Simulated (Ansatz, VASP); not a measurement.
**One calculation of Ge, two programs**

File INCAR:

```
ALGO = Normal
EDIFF = 1E-6
EDIFFG = -0.005
ENCUT = 600
IBRION = 2
ISIF = 3
ISMEAR = -1
LASPH = True
LCHARG = False
LMIXTAU = True
LREAL = False
LWAVE = False
METAGGA = R2SCAN
NELM = 60
NSW = 60
PREC = Accurate
SIGMA = 0.05
```

The input KPOINTS:

```
k-points
0
Gamma
  8 8 8
```

POSCAR

```
Ge
1.0
    0.0000000000      2.8289100000      2.8289100000
    2.8289100000      0.0000000000      2.8289100000
    2.8289100000      2.8289100000      0.0000000000
Ge
2
Direct
    0.7500000000      0.7500000000      0.7500000000
    0.5000000000      0.5000000000      0.5000000000
```

File input.yaml:

```yaml
crystal:
  lattice:
    - [0.0, 2.82891, 2.82891]
    - [2.82891, 0.0, 2.82891]
    - [2.82891, 2.82891, 0.0]
  atoms:
    - { symbol: Ge, position: [0.75, 0.75, 0.75] }
    - { symbol: Ge, position: [0.5, 0.5, 0.5] }
hamiltonian:
  xc: r2scan
  pseudopotentials: { kind: paw }
kpoints:
  mp_grid: { grid: [8, 8, 8] }
scf:
  occupations: { method: fermi_dirac, width: 0.05 }
output:
  forces: true
  stress: true
  write_density: true
  write_potential: true
  elf: true
  volumetric_format: npy
relax:
  f_tol: 0.01
  max_steps: 40
  cell: { stress_tol: 0.05 }
```

Alike in both runs: task relaxation of cell and atoms; functional r2SCAN; k mesh 8 × 8 × 8; occupations fermi-dirac, width 0.05 eV; no spin polarisation.

|  | VASP | Ansatz |
| --- | --- | --- |
| version | VASP 6.6.1 | Ansatz 0.2.0 |
| potentials or method | VASP PAW PBE potentials, release 64 (Ge_d) | Ansatz PAW |
| plane-wave cutoff (eV) | 600 | 500 |
| valence electrons in the cell | 28 | 28 |

|  | VASP | Ansatz | Ansatz less VASP |
| --- | --- | --- | --- |
| gap on the k mesh at the Fermi level, each at its own relaxed structure (eV) | 0.31 | 0.36 | +0.050 |
| relaxed volume (Å³/atom) | 22.86 | 22.83 | -0.027 |
| relaxed cell length with the largest relative difference (Å) | 4.013 | 4.012 | -0.0016 |

Caveats: the PAW data sets were made with another functional, which shifts forces and pressure a little (VASP); the plane-wave basis is chosen anew once the cell has moved, so the energies of steps on either side of that aren't comparable (Ansatz); the PAW data sets come from PBE, with cores solved anew for the run's functional, which leaves a small shift of forces and pressure (Ansatz). Zero-point motion and thermal expansion aren't in these numbers. A k mesh can miss the band edges.
